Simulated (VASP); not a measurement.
# KBr: K into a neighbouring K vacancy, part 2 of 5

How hard is this move in KBr: K into a neighbouring K vacancy? Both ends are relaxed first, then a band of images between them. The start is a cell from a database of measured crystal structures.

VASP 6.6.1; PBEsol; plane waves and PAW (Br, K_pv).

So far. Step 2 (Relax the host): The start already met the threshold, so nothing moved.

## (3) Relax the start

System of this step: K26Br27. The cell holds 53 atoms: 27 Br and 26 K. Cell: a = 14.001 Å, b = 14.001 Å, c = 14.001 Å, α = 60.0°, β = 60.0°, γ = 60.0°. It derives from KBr. Nearest the centre at fractional (0.000, 0.000, 0.167): K28 at 2.31 Å, Br7 at 2.34 Å, Br19 at 2.36 Å, K36 at 4.01 Å, K34 at 4.02 Å, Br25 at 4.04 Å, K30 at 4.05 Å, Br3 at 4.05 Å. The cell carries charge −1.

A path needs two true minima; the start is relaxed with symmetry off.

This cell carries charge -1, set by NELECT and balanced by a uniform background.

Input file INCAR:

```
SYSTEM = K26Br27
PREC = Normal
ENCUT = 280
EDIFF = 1E-05
NELM = 120
ISMEAR = 0
SIGMA = 0.05
LREAL = Auto
ALGO = Fast
GGA = PS
NELECT = 372
NBANDS = 228
LORBIT = 11
LWAVE = .FALSE.
LCHARG = .FALSE.
NCORE = 6
LASPH = .TRUE.
IBRION = 2
NSW = 60
ISIF = 2
EDIFFG = -0.05
POTIM = 0.4
MAXMIX = 40
ISYM = 0
```

Input file POSCAR:

```
K26Br27
1.0
    0.0000000000      9.9000000000      9.9000000000
    9.9000000000      0.0000000000      9.9000000000
    9.9000000000      9.9000000000      0.0000000000
Br K
27 26
Direct
    0.1674812839      0.1665195991      0.1675118841
    0.1693483714      0.1648867288      0.4991472970
    0.1681642866      0.1659055567      0.8330096893
    0.1669505078      0.5008206295      0.1664402442
    0.1667590150      0.4989336733      0.4995785407
    0.1658064840      0.5002693610      0.8342737627
    0.1672049075      0.8328115413      0.1656088456
    0.1692690819      0.8327647046      0.5000118551
    0.1673205830      0.8323263421      0.8288632286
    0.5008617731      0.1662439278      0.1662364956
    0.4963560964      0.1695477319      0.5013973970
    0.4992595907      0.1687465980      0.8353802133
    0.4990236323      0.5013146803      0.1643135896
    0.4979600073      0.5006597368      0.4995604936
    0.4990192142      0.5007822606      0.8324055299
    0.4994280925      0.8328824294      0.1673104656
    0.5006245123      0.8333569994      0.5011758250
    0.5010590328      0.8312612903      0.8337523859
    0.8322863830      0.1695610255      0.1655483899
    0.8317751667      0.1675906929      0.4990354415
    0.8325621221      0.1654536594      0.8346556381
    0.8341820282      0.4982083766      0.1662211729
    0.8321971985      0.4978052512      0.5026705177
    0.8340128606      0.4987194084      0.8351278403
    0.8351681868      0.8320104930      0.1663514977
    0.8305829120      0.8330901823      0.5020530158
    0.8337772792      0.8344556982      0.8319887245
   -0.0030501466      0.0006356758      0.3330888350
   -0.0008527953     -0.0004406256      0.6688927247
    0.0009242694      0.3333553353     -0.0000241208
   -0.0007218029      0.3338635638      0.3345732890
   -0.0009457206      0.3297318736      0.6697452011
   -0.0012663571      0.6650535310      0.0013330240
   -0.0001228786      0.6685318580      0.3321404927
    0.0020339282      0.6670950488      0.6659845632
    0.3305323542     -0.0002582504      0.0010318455
    0.3307543017      0.0011879913      0.3356875322
    0.3338550241      0.0011998088      0.6657582864
    0.3325911532      0.3326319180      0.0007699571
    0.3324873279      0.3355245699      0.3320907191
    0.3277627749      0.3339216104      0.6691570513
    0.3342728224      0.6637051072      0.0042077792
    0.3343423667      0.6639592058      0.3335141361
    0.3340302122      0.6670445395      0.6652665202
    0.6671784363     -0.0008684025      0.0000496098
    0.6662368133     -0.0014901460      0.3331170730
    0.6644209338      0.0000378655      0.6666419628
    0.6650868202      0.3348042868      0.0014724037
    0.6654940114      0.3340443010      0.3336557725
    0.6653514853      0.3323065011      0.6685523852
    0.6641617612      0.6670380794      0.0013121077
    0.6688254849      0.6677953238      0.3303855346
    0.6658563510      0.6631581453      0.6678003681
```

Input file KPOINTS:

```
Automatic mesh
0
Gamma
1 1 1
0 0 0
```

The projector-augmented-wave data sets are Br and K_pv (PBE family, release 64).

The run is started by

```bash
$ mpirun -np 6 vasp_gam
```

What it wrote:

```text
[banner, memory and clock lines left out]
running    6 mpi-ranks, on    1 nodes
 distrk:  each k-point on    6 cores,    1 groups
 distr:  one band on    6 cores,    1 groups

 POSCAR found type information on POSCAR BrK
 POSCAR found :  2 types and      53 ions
 [... a notice as in an earlier step ...]

 [... a notice as in an earlier step ...]

 LDA part: xc-table for (Slater+PW92), standard interpolation
 POSCAR, INCAR and KPOINTS ok, starting setup
 FFT: planning ... GRIDC
 FFT: planning ... GRID_SOFT
 FFT: planning ... GRID
 WAVECAR not read
 entering main loop
       N       E                     dE             d eps       ncg     rms          rms(c)
DAV:   1     0.300943575409E+04    0.30094E+04   -0.11987E+05   480   0.931E+02
DAV:   2     0.241644836307E+03   -0.27678E+04   -0.26490E+04   608   0.271E+02
DAV:   3    -0.156739628993E+03   -0.39838E+03   -0.39632E+03   528   0.927E+01
DAV:   4    -0.174344950919E+03   -0.17605E+02   -0.17559E+02   512   0.203E+01
DAV:   5    -0.174560436808E+03   -0.21549E+00   -0.21534E+00   512   0.264E+00BRMIX: very serious problems
 the old and the new charge density differ
 old charge density:   371.00000 new  372.00005
    0.132E+01
RMM:   6    -0.169694776678E+03    0.48657E+01   -0.87965E+00   456   0.322E+00    0.881E+00
RMM:   7    -0.169560372787E+03    0.13440E+00   -0.88402E+00   456   0.318E+00    0.468E+00
RMM:   8    -0.169718908502E+03   -0.15854E+00   -0.11763E+00   456   0.144E+00    0.191E+00
RMM:   9    -0.169626109258E+03    0.92799E-01   -0.16552E-01   456   0.553E-01    0.506E-01
RMM:  10    -0.169630051978E+03   -0.39427E-02   -0.87793E-02   456   0.348E-01    0.226E-01
RMM:  11    -0.169631230185E+03   -0.11782E-02   -0.78680E-03   456   0.147E-01    0.251E-01
RMM:  12    -0.169630941288E+03    0.28890E-03   -0.19546E-03   462   0.584E-02    0.211E-01
RMM:  13    -0.169630077875E+03    0.86341E-03   -0.46602E-03   456   0.806E-02    0.259E-02
RMM:  14    -0.169630128759E+03   -0.50884E-04   -0.48814E-04   443   0.354E-02    0.457E-02
RMM:  15    -0.169630146760E+03   -0.18001E-04   -0.12630E-04   361   0.150E-02    0.478E-02
RMM:  16    -0.169630108317E+03    0.38443E-04   -0.92038E-05   374   0.126E-02    0.139E-02
RMM:  17    -0.169630109214E+03   -0.89674E-06   -0.20169E-05   295   0.633E-03
   1 F= -.16963011E+03 E0= -.16963011E+03  d E =-.169630E+03
 curvature:   0.00 expect dE= 0.000E+00 dE for cont linesearch  0.000E+00
 trial: gam= 0.00000 g(F)=  0.426E-01 g(S)=  0.000E+00 ort = 0.000E+00 (trialstep = 0.100E+01)
 search vector abs. value=  0.426E-01
 bond charge predicted
       N       E                     dE             d eps       ncg     rms          rms(c)
DAV:   1    -0.169662973345E+03   -0.32865E-01   -0.24752E+00   504   0.236E+00    0.441E-01
RMM:   2    -0.169673101375E+03   -0.10128E-01   -0.90051E-02   456   0.472E-01    0.432E-01
RMM:   3    -0.169670531095E+03    0.25703E-02   -0.15020E-02   456   0.207E-01    0.141E-01
RMM:   4    -0.169670636127E+03   -0.10503E-03   -0.38568E-03   456   0.976E-02    0.111E-01
RMM:   5    -0.169670495340E+03    0.14079E-03   -0.11668E-03   456   0.492E-02    0.696E-02
RMM:   6    -0.169670498299E+03   -0.29597E-05   -0.46644E-04   416   0.276E-02    0.714E-02
RMM:   7    -0.169670442070E+03    0.56229E-04   -0.39231E-04   460   0.260E-02    0.449E-02
RMM:   8    -0.169670401828E+03    0.40242E-04   -0.19249E-04   395   0.160E-02    0.570E-03
RMM:   9    -0.169670402911E+03   -0.10826E-05   -0.22566E-05   302   0.684E-03
   2 F= -.16967040E+03 E0= -.16967040E+03  d E =-.402937E-01
[...]
3 F= -.16976266E+03 E0= -.16976266E+03  d E =-.132552E+00
[...]
4 F= -.16981885E+03 E0= -.16981885E+03  d E =-.188739E+00
[...]
5 F= -.16982156E+03 E0= -.16982156E+03  d E =-.191454E+00
[...]
6 F= -.16983566E+03 E0= -.16983566E+03  d E =-.141002E-01
 ZBRENT: can't locate minimum, use default step
 trial-energy change:   -0.014100  1 .order   -0.014247   -0.015812   -0.012681
 step:  10.3248(harm= 13.0366)  dis= 0.05281  next Energy=  -169.861494 (dE=-0.399E-01)
 bond charge predicted
       N       E                     dE             d eps       ncg     rms          rms(c)
DAV:   1    -0.169790022764E+03    0.45639E-01   -0.23509E+01   456   0.786E+00    0.137E+00
RMM:   2    -0.169848452199E+03   -0.58429E-01   -0.60894E-01   456   0.141E+00    0.356E-01
RMM:   3    -0.169856878155E+03   -0.84260E-02   -0.68019E-02   456   0.535E-01    0.173E-01
RMM:   4    -0.169858433512E+03   -0.15554E-02   -0.17901E-02   456   0.246E-01    0.196E-01
RMM:   5    -0.169858111029E+03    0.32248E-03   -0.27340E-03   456   0.107E-01    0.825E-02
RMM:   6    -0.169858186008E+03   -0.74980E-04   -0.13403E-03   456   0.607E-02    0.808E-02
RMM:   7    -0.169858128733E+03    0.57275E-04   -0.19362E-04   463   0.273E-02    0.654E-02
RMM:   8    -0.169858118493E+03    0.10240E-04   -0.12172E-04   422   0.173E-02    0.383E-02
RMM:   9    -0.169858123901E+03   -0.54080E-05   -0.31276E-05   298   0.965E-03
   7 F= -.16985812E+03 E0= -.16985812E+03  d E =-.365604E-01
 curvature:  -6.86 expect dE=-0.567E-02 dE for cont linesearch -0.114E-02
 trial: gam=-0.02737 g(F)=  0.828E-03 g(S)=  0.000E+00 ort = 0.107E-02 (trialstep = 0.413E+01)
 search vector abs. value=  0.774E-03
 reached required accuracy - stopping structural energy minimisation
```

The job ended after 4.4 min (6 MPI ranks of Intel Xeon Platinum 8488C (Sapphire Rapids), shared host; peak memory 1.3 GiB).

From OUTCAR (step 3):

```text
NELECT = 372

 ion  position               nearest neighbor table
   1  0.167  0.167  0.168-  39 3.28  37 3.28  36 3.30  30 3.31  31 3.31  28 3.33
   2  0.169  0.165  0.499-  37 3.24  38 3.28  40 3.30  31 3.31  32 3.32  29 3.32
   3  0.168  0.166  0.833-  41 3.24  36 3.27  38 3.29  32 3.29  30 3.31
   4  0.167  0.501  0.166-  42 3.27  40 3.28  33 3.30  34 3.30  39 3.31  31 3.31
   5  0.167  0.499  0.500-  41 3.27  40 3.28  43 3.29  34 3.31  35 3.31  32 3.34
   6  0.166  0.500  0.834-  41 3.28  30 3.28  33 3.29  35 3.29  39 3.30  44 3.32
   7  0.167  0.833  0.166-  36 3.27  42 3.27  34 3.28  43 3.32  28 3.32
   8  0.169  0.833  0.500-  37 3.27  44 3.27  35 3.30  43 3.32  29 3.32  28 3.36
   9  0.167  0.832  0.829-  29 3.25  44 3.26  38 3.32  33 3.33  42 3.39
  10  0.501  0.166  0.166-  46 3.29  48 3.29  45 3.30  39 3.30  40 3.32  37 3.32
  11  0.496  0.170  0.501-  38 3.28  41 3.29  40 3.30  47 3.30  49 3.30  46 3.36
  12  0.499  0.169  0.835-  39 3.26  50 3.26  45 3.29  47 3.34  36 3.34  41 3.34
  13  0.499  0.501  0.164-  42 3.22  48 3.26  51 3.28  43 3.29  40 3.29  49 3.32
  14  0.498  0.501  0.500-  43 3.26  44 3.29  49 3.29  50 3.33  41 3.34  52 3.35
  15  0.499  0.501  0.832-  53 3.26  44 3.29  50 3.29  39 3.31  42 3.31  48 3.32
  16  0.499  0.833  0.167-  51 3.29  52 3.29  45 3.31  43 3.31  36 3.32  37 3.33
  17  0.501  0.833  0.501-  46 3.27  53 3.29  38 3.29  44 3.30  37 3.32  52 3.33
  18  0.501  0.831  0.834-  51 3.27  47 3.29  53 3.31  42 3.31  38 3.32  36 3.32
  19  0.832  0.170  0.166-  48 3.28  28 3.29  30 3.29  49 3.29  46 3.34
  20  0.832  0.168  0.499-  49 3.28  28 3.30  31 3.30  50 3.31  47 3.32  29 3.34
  21  0.833  0.165  0.835-  32 3.27  29 3.28  45 3.28  50 3.30  48 3.33
  22  0.834  0.498  0.166-  30 3.28  33 3.28  49 3.30  31 3.30  52 3.30  51 3.32
  23  0.832  0.498  0.503-  53 3.27  31 3.29  50 3.29  32 3.31  52 3.32  34 3.35
  24  0.834  0.499  0.835-  30 3.28  48 3.30  32 3.31  51 3.31  53 3.32  35 3.33
  25  0.835  0.832  0.166-  34 3.27  52 3.27  33 3.29  46 3.30  45 3.31
  26  0.831  0.833  0.502-  47 3.28  46 3.30  28 3.31  34 3.31  53 3.31  35 3.32
  27  0.834  0.834  0.832-  29 3.27  45 3.29  35 3.30  33 3.31  47 3.31  51 3.34
  28  0.997  0.001  0.333-  19 3.29  20 3.30  26 3.31   7 3.32   1 3.33   8 3.36  34 4.64  46 4.64
                            49 4.65  36 4.66  30 4.66  47 4.66  35 4.67  31 4.69  37 4.70  29 4.71
  29  0.999  1.000  0.669-   9 3.25  27 3.27  21 3.28   2 3.32   8 3.32  20 3.34  32 4.63  45 4.64
                            37 4.65  35 4.66  50 4.67  33 4.67  44 4.67  38 4.68  31 4.68  47 4.70
  30  0.001  0.333  1.000-  22 3.28  24 3.28   6 3.28  19 3.29   1 3.31   3 3.31  41 4.60  33 4.64
                            36 4.64  39 4.64  28 4.66  32 4.66  35 4.67  31 4.68  48 4.68  49 4.68
  31  0.999  0.334  0.335-  23 3.29  22 3.30  20 3.30   1 3.31   4 3.31   2 3.31  37 4.65  52 4.65
                            33 4.65  40 4.66  32 4.66  39 4.67  34 4.67  50 4.68  30 4.68  49 4.68
  32  0.999  0.330  0.670-  21 3.27   3 3.29  23 3.31  24 3.31   2 3.32   5 3.34  41 4.63  29 4.63
                            38 4.64  48 4.66  30 4.66  31 4.66  50 4.66  53 4.67  40 4.70  35 4.72
  33  0.999  0.665  0.001-  22 3.28   6 3.29  25 3.29   4 3.30  27 3.31   9 3.33  52 4.61  30 4.64
                            31 4.65  35 4.66  45 4.66  34 4.66  39 4.66  29 4.67  51 4.67  44 4.70
[...]
53  0.666  0.663  0.668-  15 3.26  23 3.27  17 3.29  18 3.31  26 3.31  24 3.32  50 4.63  48 4.63
                            44 4.64  32 4.67  52 4.67  42 4.68  51 4.68  34 4.69  46 4.69  38 4.69

 Found      1 irreducible k-points:

   k-points           NKPTS =      1   k-points in BZ     NKDIM =      1   number of bands    NBANDS=    228

   dimension x,y,z NGX =    60 NGY =   60 NGZ =   60
   dimension x,y,z NGXF=   120 NGYF=  120 NGZF=  120

   ENCUT  =  280.0 eV  20.58 Ry    4.54 a.u.  19.10 19.10 19.10*2*pi/ulx,y,z

 E-fermi :  -2.5797

 k-point     1 :       0.0000    0.0000    0.0000
  band No.  band energies     occupation
    ...
    182      -2.8668      2.00000
    183      -2.8665      2.00000
    184      -2.8645      2.00000
    185      -2.8596      2.00000
    186      -2.8544      2.00000
    187       1.3172      0.00000
    188       3.0191      0.00000
    189       3.0193      0.00000
    190       3.0221      0.00000
    191       3.0233      0.00000
    ...

  Total        2.9708031      2.9421457      2.8690636      0.0058062      0.0060554      0.0006945
  in kB        2.4527250      2.4290653      2.3687279      0.0047937      0.0049994      0.0005734
  external PRESSURE =       2.4168394 kB  Pullay stress =       0.0000000 kB

  energy-cutoff  :      280.00
  volume of cell :     1940.60
      direct lattice vectors                 reciprocal lattice vectors
     0.000000000  9.900000000  9.900000000    -0.050505051  0.050505051  0.050505051
     9.900000000  0.000000000  9.900000000     0.050505051 -0.050505051  0.050505051
     9.900000000  9.900000000  0.000000000     0.050505051  0.050505051 -0.050505051

 POSITION                                       TOTAL-FORCE (eV/Angst)
 -----------------------------------------------------------------------------------
      3.32171      3.31807      3.30612        -0.014817     -0.010329     -0.006438
      6.59228      6.58939      3.31234        -0.003160      0.005787     -0.010796
      9.89863      9.90566      3.40393         0.001562      0.000348      0.048706
      6.59101      3.30940      6.57991         0.005223     -0.003871      0.009070
      9.90251      6.57949      6.57404         0.000776      0.009358      0.005627
     13.21541      9.90121      6.58749        -0.002324     -0.005510     -0.005844
      9.90204      3.42132      9.89346        -0.001074      0.036087     -0.003736
     13.20674      6.58030      9.90049         0.008295      0.006326     -0.004331
     16.36084      9.89957      9.89647        -0.032140     -0.013951      0.000216
      3.31550      6.58523      6.58263        -0.006374      0.006986      0.009627
      6.60110      9.88831      6.58678        -0.010040      0.007696     -0.007439
      9.90717     13.20642      6.57406        -0.001200      0.004864      0.007862
      6.58880      6.58719      9.89879        -0.001915     -0.010791     -0.000358
      9.89992      9.89804      9.89398        -0.003807     -0.000078      0.006754
     13.21319     13.21042      9.88611        -0.003047      0.000266      0.010176
      9.90483      6.58812     13.20736        -0.008879      0.003188     -0.000465
     13.20548      9.90527     13.21450         0.004403      0.000620     -0.004293
     16.48439     13.21430     13.20355         0.008405     -0.002773     -0.003663
      3.43005      9.89065      9.89572         0.037969      0.006260      0.002680
      6.59233     13.20836      9.88914        -0.005340      0.001157      0.003044
      9.90614     16.37902      9.88558        -0.006014     -0.044972      0.001131
      6.58953      9.90004     13.20674        -0.002631      0.002653      0.002927
      9.89797     13.21589     13.19895         0.002313     -0.002079      0.003223
     13.21440     16.49261     13.21634        -0.009300      0.007426     -0.015126
      9.89617      9.89967     16.38374         0.003092      0.001857     -0.048304
     13.22074     13.21107     16.46957        -0.007899     -0.009341      0.017553
     16.48563     16.47603     16.47962         0.007448      0.013316      0.013150
      3.24076     13.12986      9.88968         0.006884      0.008182     -0.000869
      6.66076     16.55456      9.89820        -0.003787      0.002086     -0.005973
      3.24042      0.00634      3.23644         0.004547     -0.002297      0.002924
      6.61041     13.19517     13.18718        -0.005345      0.003057      0.002115
      9.89997     16.57036     13.12016         0.002013     -0.011421      0.014309
     16.55452     19.79621     16.55673         0.002690     -0.002908     -0.001820
      9.90723     13.14171     16.55326        -0.004691     -0.003384     -0.007525
     13.19213      6.60366      6.60828         0.011186     -0.004368     -0.009837
      9.90371      3.24350     13.13090        -0.001088      0.003107      0.002492
     13.19227      6.61209     13.19248         0.011868     -0.008700      0.001159
     16.55527      9.90572     13.13516        -0.001422     -0.005242      0.005726
[...]
-----------------------------------------------------------------------------------
    total drift:                                0.004531      0.004306      0.018128

  FREE ENERGIE OF THE ION-ELECTRON SYSTEM (eV)
  ---------------------------------------------------
  free  energy   TOTEN  =      -169.8581239009 eV

  energy  without entropy=     -169.8581239009  energy(sigma->0) =     -169.85812390

 total charge
# of ion       s       p       d       tot
------------------------------------------
    1        1.591   3.284   0.001   4.876
    2        1.591   3.284   0.001   4.876
    3        1.591   3.285   0.001   4.878
    4        1.591   3.284   0.001   4.876
    5        1.591   3.282   0.001   4.874
    6        1.591   3.282   0.001   4.874
    7        1.591   3.286   0.001   4.878
    8        1.591   3.282   0.001   4.874
    9        1.591   3.286   0.001   4.878
   10        1.591   3.285   0.001   4.876
   11        1.591   3.282   0.001   4.874
   12        1.591   3.282   0.001   4.874
   13        1.591   3.282   0.001   4.874
   14        1.591   3.285   0.001   4.877
   15        1.591   3.283   0.001   4.874
   16        1.591   3.282   0.001   4.874
   17        1.591   3.282   0.001   4.874
   18        1.591   3.284   0.001   4.876
   19        1.591   3.286   0.001   4.878
   20        1.591   3.282   0.001   4.874
   21        1.591   3.286   0.001   4.878
   22        1.591   3.282   0.001   4.874
   23        1.591   3.282   0.001   4.874
   24        1.591   3.285   0.001   4.876
   25        1.591   3.285   0.001   4.877
   26        1.591   3.284   0.001   4.876
   27        1.591   3.284   0.001   4.876
   28        0.069   6.080   0.068   6.217
   29        0.068   6.080   0.068   6.216
   30        0.069   6.081   0.069   6.218
   31        0.070   6.084   0.070   6.224
   32        0.069   6.081   0.069   6.219
   33        0.069   6.081   0.069   6.218
   34        0.069   6.081   0.069   6.219
   35        0.070   6.084   0.070   6.224
   36        0.069   6.081   0.069   6.219
   37        0.070   6.084   0.070   6.224
[...]
--------------------------------------------------
tot         44.775 246.850   1.848 293.473

[... 1 part as in an earlier step ...]

[... 2 further parts left out ...]
```

Step by step:

```
step  energy less that of the first step (eV)  largest force (eV/Å)
   1                                   0.0000                0.3044
   2                                  -0.0403                0.2717
   3                                  -0.1326                0.1781
   4                                  -0.1887                0.1636
   5                                  -0.1915                0.1397
   6                                  -0.2056                0.1072
   7                                  -0.2280                0.0487
```

The atoms that moved most (Å):

```
atom      dx      dy      dz  length
 K42   0.046  -0.123   0.014   0.133
 Br7   0.018   0.126  -0.007   0.128
Br21   0.005  -0.126   0.005   0.127
Br25   0.012  -0.015  -0.121   0.123
Br19   0.112   0.012  -0.023   0.115
 K48  -0.086   0.057   0.000   0.103
 K33   0.057  -0.004   0.085   0.103
 K38   0.052   0.010  -0.082   0.098
```

A gap read on the k-mesh alone can miss the band edges.

This step gave:

```yaml
electronic_cycles: 72
electrons: 372
free_energy_toten: -169.8581 eV
fermi_energy: -2.580 eV
gap_on_the_k_mesh: 4.172 eV
least_direct_gap_on_the_k_mesh: 4.172 eV
```

The run ended after 7 ionic steps, 0.228 eV below its first step, once the forces on the free atoms met EDIFFG = -0.05.

(Part 2 of 5 ends here.)

[Lines on the potential files, build, host, timing and source positions are cut from VASP's logs without a mark.]

[Logs are printed without paths, hosts, clocks, repeated set-up lines and the standing remarks that a program may print on its own settings, such as how far it seeks lower states.]

[Hosts, paths, dates, database ids (printed as entryN), source tags and the programs' standing remarks are cut or masked in the printed files.]

[Runs that stopped without an error message from VASP are left out.]
